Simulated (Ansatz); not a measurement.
# InP (Fm-3m) in Ansatz: settings compared, part 2 of 2

Ansatz 0.2.0. The steps go on from the part before.

### Step 3. Relaxation of cell and atoms, PBEsol

input.yaml

```yaml
crystal:
  lattice:
    - [0.0, 2.768834, 2.768834]
    - [2.768834, 0.0, 2.768834]
    - [2.768834, 2.768834, 0.0]
  atoms:
    - { symbol: In, position: [0.0, 0.0, 0.0] }
    - { symbol: P, position: [0.5, 0.5, 0.5] }
hamiltonian:
  xc: pbesol
  pseudopotentials: { kind: paw }
kpoints:
  mp_grid: { grid: [8, 8, 8] }
scf:
  occupations: { method: fermi_dirac, width: 0.05 }
output:
  forces: true
  stress: true
  eigenvalues: true
relax:
  f_tol: 0.01
  max_steps: 40
  cell: { stress_tol: 0.05 }
```

Potentials or basis: Ansatz PAW.

The run is started by

```console
> ansatz run input.yaml --threads 2 --pin off --max-ram 5632MiB --backend cpu --events-out ev --progress --plain --runs-dir out
```

The log of the run:

```text
Warning: RAYON_NUM_THREADS=2 ignored (pool sized by the plan → 2); use --threads N
Engine: ansatz 0.2.0, aarch64-unknown-linux-gnu
Pseudopotentials: kind: paw
Pseudopotential: In, paw, valence charge 13, recommended cutoff 420 eV (normal), In.paw.azcp
Pseudopotential: P, paw, valence charge 5, recommended cutoff 420 eV (normal), P.paw.azcp
Functional definition: PBEsol
  exchange = pbesol_x
  correlation = pbesol_c
Crystal: 2 atoms, lattice volume = 42.454 Å³
Basis set: ecut = 420 eV, 869 PW (Γ), exchange–correlation on 54×54×54 points (8 copies of the dense FFT grid, shifted against one another)
Bands: 13, of which v1, the nominal top of the filled ones, is band 9 counted from 1 (8 counted from 0)
Symmetry: 48 space group operations
Space group: Fm-3m (ITA 225), of the structure as read, at distance tolerance 3.5e-5 Å
k-points: 29 of 512
Non-local potential: In, projectors of the file, l = 0: 2, l = 1: 2, l = 2: 2, l = 3: 2
Non-local potential: P, projectors of the file, l = 0: 2, l = 1: 2, l = 2: 2
PAW form: soft (Blöchl's): semilocal exchange-correlation on the pseudo side does not see the compensation charge
PAW frozen core: In, regenerated for the run's functional, and the local potential with it (the file was generated under x = pbe(κ = 0.804, μ = 0.2195149727645171), c = pbe(β = 0.06672455060314922))
PAW frozen core: P, regenerated for the run's functional, and the local potential with it (the file was generated under x = pbe(κ = 0.804, μ = 0.2195149727645171), c = pbe(β = 0.06672455060314922))
PAW one-centre angular grid: In, 590 points (default); XC on 64 Gauss nodes
PAW one-centre angular grid: P, 110 points (default); XC on 64 Gauss nodes
Initial density: superposition of atomic densities (neutral atoms: chi_scale 0, normalization atom), corrected by the library's trained network
Initial wavefunctions: pseudopotential atomic-orbital guess
Functional: x = pbesol(κ = 0.804, μ = 0.12345679012345678), c = pbesol(β = 0.046)
SCF iter   1: F=—  HF=-6265.493126 eV  |F-HF|=—  |Δ(HF+E_count)|=         —  Δρ=6.62e-3  dr2=3.13e-2  ethr=1.77e-3  ⟨swp⟩=6.2  Hψ=2478  notcnv=0
preconditioner: auto → Kerker (q_TF=auto, 2.365 Å⁻¹)  [metal: Δε(μ)=0.023 eV  Ē_g=14.678 eV  σ=0.050 eV  W_gap=0.11  n_scr=14 (ndim 8)  ℏωp=24.2 eV  f_vac=0.000  D(μ)=1.81/eV (n_scr^D=14)]
SCF iter   2: F=—  HF=-6265.484722 eV  |F-HF|=—  |Δ(HF+E_count)|=   8.40e-3  Δρ=3.41e-3  dr2=7.53e-3  ethr=1.74e-4  ⟨swp⟩=1.7  Hψ=655  notcnv=0
SCF iter   3: F=—  HF=-6265.482604 eV  |F-HF|=—  |Δ(HF+E_count)|=   2.12e-3  Δρ=8.99e-4  dr2=2.58e-4  ethr=4.18e-5  ⟨swp⟩=3.0  Hψ=676  notcnv=0
SCF iter   4: F=—  HF=-6265.482576 eV  |F-HF|=—  |Δ(HF+E_count)|=   2.80e-5  Δρ=3.72e-4  dr2=5.60e-5  ethr=1.44e-6  ⟨swp⟩=2.5  Hψ=633  notcnv=0
SCF iter   5: F=—  HF=-6265.482589 eV  |F-HF|=—  |Δ(HF+E_count)|=   1.34e-5  Δρ=1.18e-4  dr2=5.93e-6  ethr=3.11e-7  ⟨swp⟩=2.1  Hψ=645  notcnv=0
SCF iter   6: F=—  HF=-6265.482589 eV  |F-HF|=—  |Δ(HF+E_count)|=   5.20e-7  Δρ=1.73e-5  dr2=1.66e-7  ethr=3.29e-8  ⟨swp⟩=2.1  Hψ=615  notcnv=0
SCF iter   7: F=-6265.482589 eV  HF=-6265.482589 eV  |F-HF|=4.96e-10  |Δ(HF+E_count)|=   4.22e-9  Δρ=3.43e-6  dr2=3.41e-9  ethr=5.56e-10  ⟨swp⟩=6.4  Hψ=1840  notcnv=0
SCF 1 converged in 7 iterations: F = -6265.482589 eV  dr2 = 3.41e-9
[... 48 lines left out ...]
SCF converged after 6 iterations
Free energy (F): -6265.502787 eV
Harris-Foulkes:  -6265.502787 eV  (|F-HF|=0.00e0)
Internal energy: -6265.490768 eV  (E = F + TS)
E sigma→0 (E₀):  -6265.496777 eV
Entropy (-TS):   -0.012019 eV (-6.010 meV/atom)
Fermi energy:    9.831355 eV
--- Per-component energies (eV) ---
  E_band       = -5.205138
  E_kinetic    = 313.325471
  E_local      = -1167.280355  (includes V_loc(G=0)·N_el)
  E_nonlocal   = 403.130221
  E_hartree    = 458.868466
  E_xc         = -274.399027
  E_vxc        = -160.570233  (∫ρ·V_xc dr)
  E_paw        = -4638.933760  (= ΣΔE_a)
  E_vpaw       = -311.547191  (= ΣTr[D̂ρ^β])
  E_aug_tail   = 0.000029  (compensation charges beyond the density's cutoff)
  E_ewald      = -1360.483811
  E_core_change = 0.281999  (= ΣΔE_core)
  E_smearing   = -0.012019  (= −TS)
  E_closure    = 0.000000  (closes the sum)
  Σ components = -6265.502787   (vs F -6265.502787, Δ=0.00e0)
--- Forces (eV/Å), atoms counted from 1 ---
  atom   1  In     0.00000000     0.00000000    -0.00000000
  atom   2  P      0.00000000     0.00000000     0.00000000
  max |Σ_I F_I| component: 2.30e-30 eV/Å
--- Stress (GPa, compression-positive) ---
       -0.016981      -0.000000       0.000000
       -0.000000      -0.016981       0.000000
        0.000000      -0.000000      -0.016981
  P = ⅓ Tr σ = -0.0170 GPa (-0.170 kbar)
--- Band table (eV; the first three rows and the last of 29) ---
  k-point 0: bands = ["-4.5059", "-4.5059", "-4.4811", "-4.4811", "-4.4811", "-2.6348", "9.4289", "9.4289", "9.4289", "10.5606", "16.7686", "16.7686", "16.7686"]
  k-point 1: bands = ["-4.5149", "-4.5149", "-4.4821", "-4.4688", "-4.4688", "-2.4291", "7.7492", "9.4650", "9.4650", "11.8933", "15.8213", "16.3596", "16.3596"]
  k-point 2: bands = ["-4.5412", "-4.5412", "-4.4873", "-4.4343", "-4.4343", "-1.8309", "5.6062", "9.5889", "9.5889", "12.5977", "14.7594", "14.7594", "15.3051"]
  k-point 28: bands = ["-4.7771", "-4.5117", "-4.4540", "-4.4540", "-4.3474", "0.9273", "4.8194", "5.5885", "5.5885", "12.2718", "14.3638", "16.4158", "16.4158"]
--- Relaxed structure (4 steps of the walk, 4 accepted, 1 SCFs on fresh bases) ---
  F+E_penalty+E_count = -6265.50278709 eV   max|allowed force component| = 8.217e-31 eV/Å   (the final SCF, on the basis selected at the relaxed cell)
  cell:  # Å, volume = 40.6222 Å³
    - [-2.547686016447795e-34, 2.7284200238402847, 2.7284200238402847]
    - [2.7284200238402847, 8.160711696280174e-34, 2.7284200238402847]
    - [2.7284200238402847, 2.7284200238402847, 8.160711696280174e-34]
  atoms:
    - { symbol: In, position: [4.075631030262732e-37, -9.056957845353773e-38, -1.1774045198453118e-36] }
    - { symbol: P, position: [0.5, 0.5, 0.5] }
```

Wall time 3.7 s (2 threads of Arm Neoverse V1, shared host); peak memory 0.31 GiB.

What came out:

- Free energy: -6265.5028 eV
- Relaxed volume: 20.31 Å³/atom
- Relaxed cell: a = 3.859 Å, b = 3.859 Å, c = 3.859 Å, α = 60.00°, β = 60.00°, γ = 60.00°
- Space group after relaxing (to 0.05 Å): Fm-3m (No. 225)
- Energy gained by relaxing: 10.1 meV/atom
- Ionic steps: 5
- Pressure after relaxing: 0.0 GPa
- Band gap on the k mesh: none (metal or under the smearing width)

Step by step:
```
step  energy change (eV)  largest force (eV/Å)  volume (Å³)
   1              0.0000                0.0000        42.45
   2             -0.0093                0.0000        39.31
   3             -0.0206                0.0000        40.73
   4             -0.0207                0.0000        40.62
   5             -0.0202                0.0000        40.62
```

Final structure:
```
In P
1.0
     0.00000    2.72842    2.72842
     2.72842    0.00000    2.72842
     2.72842    2.72842    0.00000
In P
1 1
Direct
  0.00000 0.00000 0.00000
  0.50000 0.50000 0.50000
```

Levels at points of the mesh, in eV from the Fermi level:
```tsv
k point	band 6	band 7	band 8	band 9	band 10	band 11	band 12	band 13
(0.00, 0.00, 0.00)	-12.47	-0.40	-0.40	-0.40	0.73	6.94	6.94	6.94
(0.00, 0.00, -0.50)	-10.21	-7.03	0.08	0.08	2.32	3.22	3.22	5.39
(0.00, -0.50, -0.50)	-8.95	-5.38	-2.63	-2.60	-2.60	3.55	10.08	10.08
```

Caveat: the plane-wave basis is chosen anew once the cell has moved, so the energies of steps on either side of that aren't comparable; the PAW data sets come from PBE, with cores solved anew for the run's functional, which leaves a small shift of forces and pressure.
